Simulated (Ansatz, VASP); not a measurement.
# One calculation of Al2O3, two programs

```
CELL_PARAMETERS angstrom
2.40435 1.38815 4.37450
-2.40435 1.38815 4.37450
0.00000 -2.77631 4.37450
ATOMIC_POSITIONS crystal
Al 0.35215 0.35215 0.35215
Al 0.14785 0.14785 0.14785
Al 0.64785 0.64785 0.64785
Al 0.85215 0.85215 0.85215
O 0.55617 0.94383 0.25000
O 0.25000 0.55617 0.94383
O 0.94383 0.25000 0.55617
O 0.44383 0.05617 0.75000
O 0.75000 0.44383 0.05617
O 0.05617 0.75000 0.44383
```

Alike in both runs: functional PBE; k mesh 6 × 6 × 6; no spin polarisation.

Ansatz relaxed the structure, and its values are those at the end. VASP's run is a single point on that final structure, the one shown.

|  | VASP | Ansatz |
| --- | --- | --- |
| version | VASP 6.6.1 | Ansatz 0.2.0 |
| potentials or method | VASP PAW PBE potentials, release 64 (Al, O) | scalar-relativistic, plane waves, PAW |
| plane-wave cutoff (eV) | 520 | 420 |
| occupations | gaussian, width 0.01 eV | fixed |
| valence electrons in the cell | 48 | 48 |

|  | VASP | Ansatz | Ansatz less VASP |
| --- | --- | --- | --- |
| gap on the k mesh at the Fermi level (eV) | 5.85 | 5.85 | +0.004 |
| least direct gap on the mesh (eV) | 5.85 | 5.85 | +0.004 |
| pressure (GPa) | -0.1 | 0.0 | +0.16 |
